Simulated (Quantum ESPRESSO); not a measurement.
# Energy and gap at +3 % biaxial strain: H-BN-H chair, 1 layer

**Set-up.** Quantum ESPRESSO 7.5 driven by ASE, PBE, GBRV ultrasoft, ESM (bc1); atomic heights clamped; cell area 5.821 Å² at zero strain.

| strain (%) | energy (meV a cell) | gap on the mesh (eV) |
| --- | --- | --- |
| −3 | 74.76 | 2.564 |
| −1.5 | 17.89 | 2.729 |
| 0 | 0.00 | 2.879 |
| +1.5 | 16.76 | 3.018 |

One more run was made and is withheld. What are energy and gap at +3 %, and how stiff is the sheet?

**Worked estimate.** About zero, E'' = (17.89 + 16.76 − 2 × 0.00)/1.5² = 15.40 meV per %² and E' = (16.76 − 17.89)/3 = −0.38 meV per %. With E = A K ε², where K = (C11 + C22)/2 + C12 (C11 + C12 for a hexagonal sheet), K = 15.40 × 10/(2 × 5.821) × 16.02 = 212 N/m. The parabola gives E(+3 %) = 0.00 + 3 × (−0.38) + 4.5 × 15.40 = 68.2 meV. Continuing the last slope, the gap is 2 × 3.018 − 2.879 = 3.157 eV.

**Check.** E = 64.2 meV and the gap 3.140 eV. The parabola misses by +4.0 meV, too high, since bonds soften under tension. The gap's line misses by +0.017 eV.

Caveats: Clamped heights stiffen sheets with several planes. Semilocal gap, no spin-orbit coupling.
